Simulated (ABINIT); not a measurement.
# CdS (Greenockite) (P6_3mc) in ABINIT: reference runs

How does CdS (Greenockite) come out in PBE? The cell is run as given and disturbed.

Program: ABINIT 10.8.3 (patched build). These are calculated values, not measurements. Logs are shortened: lines on timing, memory, paths and dates and some standing lists are left out, and cuts for length are marked. The log counts tension as positive stress, the text compression.

**The experiment to reproduce.**

“Isotope dependence of band-gap energy”, 2008, arxiv:0807.2152 quotes, for a bulk crystal of CdS: band gap 2.5809 ± 0.0002 eV.

How close the calculation comes is told below.

### 1 The crystal as given

Symmetry: P6_3mc, No. 186, hexagonal system. Conventional cell: a = 4.150 Å, b = 4.150 Å, c = 6.737 Å, α = 90.00°, β = 90.00°, γ = 120.00°. Cd (site symmetry 3m) has 4 S at 2.53 to 2.54 Å as nearest neighbours. S (site symmetry 3m) has 4 Cd at 2.53 to 2.54 Å as nearest neighbours.

### 2 Single point, PBE

run.abi reads:

```
# Pseudopotentials
pp_dirpath "./"
pseudos "Cd.GGA_PBE-JTH.xml, S.GGA_PBE-JTH.xml"

# Structure
structure "poscar:POSCAR"
natom 4

# Plane-wave basis
ecut 22.0
pawecutdg 44.0

# k points
kptopt 1
ngkpt 7 7 4
nshiftk 1
shiftk 0.0 0.0 0.0

# Exchange and correlation
ixc 11

# Bands and occupations
nband 22
occopt 3
tsmear 0.05 eV

# SCF cycle
nstep 100
tolvrs 1.0e-9

# Output
iomode 3
prtwf 0
prtden 0
prteig 0
prtebands 0
enunit 2
```

POSCAR reads:

```
CdS
1.0
    4.1500000000      0.0000000000      0.0000000000
   -2.0750000000      3.5940054257      0.0000000000
    0.0000000000      0.0000000000      6.7370000000
Cd S
2 2
Direct
    0.6666666667      0.3333333333      0.5000000000  Cd
    0.3333333333      0.6666666667      0.0000000000  Cd
    0.6666666667      0.3333333333      0.8750000000  S
    0.3333333333      0.6666666667      0.3750000000  S
```

Potentials or basis: JTH PAW PBE v2.0.

Run with:

```bash
abinit run.abi > log 2>&1
```

run.abo:

```text
.Version 10.8.3 of ABINIT
 Symmetries : space group P6_3 m c (#186); Bravais hP (primitive hexag.)
================================================================================
 Values of the parameters that define the memory need of the present run
     intxc =       0    ionmov =       0      iscf =      17    lmnmax =      18
     lnmax =       6     mgfft =      54  mpssoang =       3    mqgrid =    3802
     natom =       4  nloc_mem =       2    nspden =       1   nspinor =       1
    nsppol =       1      nsym =      12    n1xccc =       1    ntypat =       2
    occopt =       3   xclevel =       2
       mpw =        3361          nfft =       69984          nkpt =          24
 PAW method is used; the additional fine FFT grid is defined by:
   mgfftf=        80    nfftf =    184320
================================================================================
================================================================================

--------------------------------------------------------------------------------
------------- Echo of variables that govern the present computation ------------
--------------------------------------------------------------------------------
 -outvars: echo values of preprocessed input variables --------
            acell      1.0000000000E+00  1.0000000000E+00  1.0000000000E+00 Bohr
              amu      1.12411000E+02  3.20660000E+01
             ecut      2.20000000E+01 Hartree
           enunit           2
              ixc          11
         kptrlatt        7    0    0      0    7    0      0    0    4
          kptrlen      5.09243396E+01
            natom           4
            nband          22
            ngfft          36      36      54
          ngfftdg          48      48      80
             nkpt          24
            nstep         100
             nsym          12
           ntypat           2
           occopt           3
        pawecutdg      4.40000000E+01 Hartree
         pawxcdev           0
           prtden           0
        prtebands           0
           prteig           0
            prtwf           0
            rprim      7.8423634225E+00  0.0000000000E+00  0.0000000000E+00
                      -3.9211817113E+00  6.7916859496E+00  0.0000000000E+00
                       0.0000000000E+00  0.0000000000E+00  1.2731084910E+01
          spgroup         186
           tolvrs      1.00000000E-09
           tsmear      1.83746611E-03 Hartree
            typat      1  1  2  2
           useylm           1
           xangst      2.0750000000E+00  1.1980018086E+00  3.3685000000E+00
                       8.9138723714E-17  2.3960036171E+00  0.0000000000E+00
                       2.0750000000E+00  1.1980018086E+00  5.8948750000E+00
                       8.9138723714E-17  2.3960036171E+00  2.5263750000E+00
            xcart      3.9211817113E+00  2.2638953165E+00  6.3655424551E+00
                       1.6844777503E-16  4.5277906331E+00  0.0000000000E+00
                       3.9211817113E+00  2.2638953165E+00  1.1139699296E+01
                       1.6844777503E-16  4.5277906331E+00  4.7741568413E+00
             xred      6.6666666667E-01  3.3333333333E-01  5.0000000000E-01
                       3.3333333333E-01  6.6666666667E-01  0.0000000000E+00
                       6.6666666667E-01  3.3333333333E-01  8.7500000000E-01
                       3.3333333333E-01  6.6666666667E-01  3.7500000000E-01
            znucl       48.00000   16.00000

================================================================================

 chkinp: Checking input parameters for consistency.

================================================================================
== DATASET  1 ==================================================================

--- !DatasetInfo
iteration_state: {dtset: 1, }
dimensions: {natom: 4, nkpt: 24, mband: 22, nsppol: 1, nspinor: 1, nspden: 1, mpw: 3361, }
cutoff_energies: {ecut:  22.0, pawecutdg:  44.0, }
electrons: {nelect:   3.60000000E+01, charge:   0.00000000E+00, occopt:   3.00000000E+00, tsmear:   1.83746611E-03, }
meta: {optdriver: 0, ionmov: 0, optcell: 0, iscf: 17, paral_kgb: 0, }
...

 Exchange-correlation functional for the present dataset will be:
  GGA: Perdew-Burke-Ernzerhof functional - ixc=11
  J.P.Perdew, K.Burke, M.Ernzerhof, PRL 77, 3865 (1996)

 Real(R)+Recip(G) space primitive vectors, cartesian coordinates (Bohr,Bohr^-1):
 R(1)=  7.8423634  0.0000000  0.0000000  G(1)=  0.1275126  0.0736194  0.0000000
 R(2)= -3.9211817  6.7916859  0.0000000  G(2)=  0.0000000  0.1472388  0.0000000
 R(3)=  0.0000000  0.0000000 12.7310849  G(3)=  0.0000000  0.0000000  0.0785479
 Unit cell volume ucvol=  6.7809411E+02 bohr^3
 Angles (23,13,12)=  9.00000000E+01  9.00000000E+01  1.20000000E+02 degrees
[... 98 lines left out ...]
 Atom  Sphere_radius  Integrated_density
    1        2.50234         10.46447116
    2        2.50234         10.46447116
    3        1.90380          3.56774785
    4        1.90380          3.56774785

================================================================================

 ----iterations are completed or convergence reached----

 Mean square residual over all n,k,spin=   76.972E-10; max=  17.680E-07
 reduced coordinates (array xred) for    4 atoms
       0.666666666667      0.333333333333      0.500000000000
       0.333333333333      0.666666666667      0.000000000000
       0.666666666667      0.333333333333      0.875000000000
       0.333333333333      0.666666666667      0.375000000000
 rms dE/dt=  9.7368E-03; max dE/dt=  1.6888E-02; dE/dt below (all hartree)
    1       0.000000000000      0.000000000000      0.016888333530
    2      -0.000000000000      0.000000000000      0.016888333530
    3       0.000000000000      0.000000000000     -0.016840995097
    4      -0.000000000000     -0.000000000000     -0.016840995097

 cartesian coordinates (angstrom) at end:
    1      2.07500000000000     1.19800180856667     3.36850000000000
    2      0.00000000000000     2.39600361713333     0.00000000000000
    3      2.07500000000000     1.19800180856667     5.89487500000000
    4      0.00000000000000     2.39600361713333     2.52637500000000

 cartesian forces (hartree/bohr) at end:
    1     -0.00000000000000    -0.00000000000000    -0.00132468398664
    2     -0.00000000000000    -0.00000000000000    -0.00132468398664
    3     -0.00000000000000    -0.00000000000000     0.00132468398664
    4      0.00000000000000     0.00000000000000     0.00132468398664
 frms,max,avg= 7.6480666E-04 1.3246840E-03   0.000E+00  0.000E+00 -1.859E-06 h/b

 cartesian forces (eV/Angstrom) at end:
    1     -0.00000000000000    -0.00000000000000    -0.06811798939219
    2     -0.00000000000000    -0.00000000000000    -0.06811798939219
    3     -0.00000000000000    -0.00000000000000     0.06811798939219
    4      0.00000000000000     0.00000000000000     0.06811798939219
 frms,max,avg= 3.9327940E-02 6.8117989E-02   0.000E+00  0.000E+00 -9.560E-05 e/A
 length scales=  1.000000000000  1.000000000000  1.000000000000 bohr
              =  0.529177210544  0.529177210544  0.529177210544 angstroms
 Fermi (or HOMO) energy (hartree) =   0.14972   Average Vxc (hartree)=  -0.32601
 Eigenvalues (hartree) for nkpt=  24  k points:
 kpt#   1, nband= 22, wtk=  0.00510, kpt=  0.0000  0.0000  0.0000 (reduced coord)
  -0.32518   -0.30937   -0.15506   -0.15425   -0.15425   -0.15111   -0.15111   -0.13965
  -0.13965   -0.13637   -0.13637   -0.12406   -0.03241    0.09908    0.09908    0.12540
   0.12699    0.12699    0.17022    0.22896    0.36402    0.36402
      occupation numbers for kpt#   1
   2.00000    2.00000    2.00000    2.00000    2.00000    2.00000    2.00000    2.00000
   2.00000    2.00000    2.00000    2.00000    2.00000    2.00000    2.00000    2.00000
   1.99999    1.99999    0.00003    0.00000    0.00000    0.00000
 prteigrs : prtvol=0 or 1, do not print more k-points.

 Fermi (or HOMO) energy (eV) =   4.07419   Average Vxc (eV)=  -8.87113
 Eigenvalues (   eV  ) for nkpt=  24  k points:
 kpt#   1, nband= 22, wtk=  0.00510, kpt=  0.0000  0.0000  0.0000 (reduced coord)
  -8.84861   -8.41842   -4.21927   -4.19743   -4.19743   -4.11201   -4.11201   -3.80015
  -3.80015   -3.71073   -3.71073   -3.37578   -0.88188    2.69608    2.69608    3.41229
   3.45551    3.45551    4.63203    6.23040    9.90559    9.90559
 prteigrs : prtvol=0 or 1, do not print more k-points.

--- !EnergyTerms
iteration_state     : {dtset: 1, }
comment             : Components of total free energy in Hartree
kinetic             :  3.45657681540056E+01
hartree             :  2.88773351008768E+01
xc                  : -1.37901133781283E+01
Ewald energy        : -8.48816927463657E+01
psp_core            :  3.08652000506184E+00
local_psp           : -8.97925640956919E+01
PAW spherical_terms :  6.08822202300999E+00
internal            : -1.15846524937232E+02
'-kT*entropy'       : -7.08442818663194E-09
total_energy        : -1.15846524944316E+02
total_energy_eV     : -3.15234453551446E+03
...

--- !EnergyTermsDC
iteration_state     : {dtset: 1, }
comment             : '"Double-counting" decomposition of free energy'
band_energy         : -3.43366127839223E+00
Ewald energy        : -8.48816927463657E+01
psp_core            :  3.08652000506184E+00
xc_dc               : -2.73075894825761E+01
PAW spherical_terms : -3.31008548777531E+00
internal            : -1.15846508990047E+02
'-kT*entropy'       : -7.08442818663194E-09
total_energy_dc     : -1.15846508997132E+02
total_energy_dc_eV  : -3.15234410156947E+03
...

--- !EnergyTermsWithPAWCore
iteration_state     : {dtset: 1, }
comment             : 'Components of total free energy, including PAW core contributions'
Total energy        : -1.19878446292317E+04
Total energy DC     : -1.19878446132845E+04
Total energy (eV)   : -3.26205870462833E+05
Total energy DC (eV): -3.26205870028888E+05
...

 Cartesian components of stress tensor (hartree/bohr^3)
  sigma(1 1)= -6.46797584E-05  sigma(3 2)=  0.00000000E+00
  sigma(2 2)= -6.46797584E-05  sigma(3 1)=  0.00000000E+00
  sigma(3 3)= -8.60276712E-05  sigma(2 1)=  0.00000000E+00

-Cartesian components of stress tensor (GPa)         [Pressure=  2.1123E+00 GPa]
- sigma(1 1)= -1.90294419E+00  sigma(3 2)=  0.00000000E+00
- sigma(2 2)= -1.90294419E+00  sigma(3 1)=  0.00000000E+00
- sigma(3 3)= -2.53102147E+00  sigma(2 1)=  0.00000000E+00

== END DATASET(S) ==============================================================
================================================================================

 -outvars: echo values of variables after computation  --------
            acell      1.0000000000E+00  1.0000000000E+00  1.0000000000E+00 Bohr
           etotal     -1.1584650900E+02
            fcart     -3.8626440944E-29 -3.2212535445E-29 -1.3246839866E-03
                      -4.2918267716E-30 -1.2389436710E-29 -1.3246839866E-03
                      -5.5793748031E-29 -8.1770282283E-29  1.3246839866E-03
                       9.8712015747E-29  1.2637225444E-28  1.3246839866E-03
            rprim      7.8423634225E+00  0.0000000000E+00  0.0000000000E+00
                      -3.9211817113E+00  6.7916859496E+00  0.0000000000E+00
                       0.0000000000E+00  0.0000000000E+00  1.2731084910E+01
           strten     -6.4679758366E-05 -6.4679758352E-05 -8.6027671184E-05
                       0.0000000000E+00  0.0000000000E+00  0.0000000000E+00
           xangst      2.0750000000E+00  1.1980018086E+00  3.3685000000E+00
                       8.9138723714E-17  2.3960036171E+00  0.0000000000E+00
                       2.0750000000E+00  1.1980018086E+00  5.8948750000E+00
                       8.9138723714E-17  2.3960036171E+00  2.5263750000E+00
             xred      6.6666666667E-01  3.3333333333E-01  5.0000000000E-01
                       3.3333333333E-01  6.6666666667E-01  0.0000000000E+00
                       6.6666666667E-01  3.3333333333E-01  8.7500000000E-01
                       3.3333333333E-01  6.6666666667E-01  3.7500000000E-01
 Calculation completed.
```

Wall time 81 s (1 thread of Arm Neoverse V2, shared host); peak memory 0.19 GiB.

What came out:

| Property | Result |
| --- | --- |
| Free energy | -3152.3441 eV |
| Pressure | 2.1 GPa |
| Largest force | 0.068 eV/Å |
| Band gap on the k mesh | 1.18 eV, direct |
| Valence electrons inside the program's atomic spheres | Cd 10.46; S 3.57 |

Forces on the atoms (eV/Å):
```
Cd   0.000  0.000 -0.068
Cd   0.000  0.000 -0.068
S    0.000  0.000  0.068
S    0.000  0.000  0.068
```

Stress tensor (GPa, compression positive):
```
1.90 0.00 0.00
0.00 1.90 0.00
0.00 0.00 2.53
```

[end of part 1 of 2]
